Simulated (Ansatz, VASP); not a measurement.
**One calculation of HfO2, two programs**

```
Hf O
1.0
     0.00000    2.55750    2.55750
     2.46159    0.00000    2.55750
     2.46159    2.55750    0.00000
Hf O
1 2
Direct
  0.00000 0.00000 0.00000
  0.25000 0.25000 0.25000
  0.75000 0.75000 0.75000
```

Change from the starting cell: strain -0.0375 x Voigt [1, 0, 0, 0, 0, 0], atoms carried along.

Alike in both runs: task single point; functional PBE; k mesh 8 × 8 × 8; occupations gaussian, width 0.05 eV; no spin polarisation.

|  | VASP | Ansatz |
| --- | --- | --- |
| version | VASP 6.6.1 | Ansatz 0.2.0 |
| potentials or method | VASP PAW PBE potentials, release 64 (Hf_pv, O) | scalar-relativistic, plane waves, PAW |
| plane-wave cutoff (eV) | 520 | 420 |
| valence electrons in the cell | 22 | 38 |

Ansatz gave:

```
gap on the k mesh at the Fermi level (eV)       : 3.41
least direct gap on the mesh (eV)               : 3.51
pressure (GPa)                                  : 7.4
largest component of the traceless stress (GPa) : 11.86
```

Task: Estimate VASP's values.

Result: gap on the k mesh at the Fermi level (eV): 3.40; least direct gap on the mesh (eV): 3.52; pressure (GPa): 3.5; largest component of the traceless stress (GPa): 12.09.

One of these differences is far larger than is usual between the two programs; its cause wasn't traced. The two sets of potentials don't hold the same shells in valence.

Caveats: spin-orbit coupling is left out, which moves the levels of the heavy elements. A k mesh can miss the band edges.
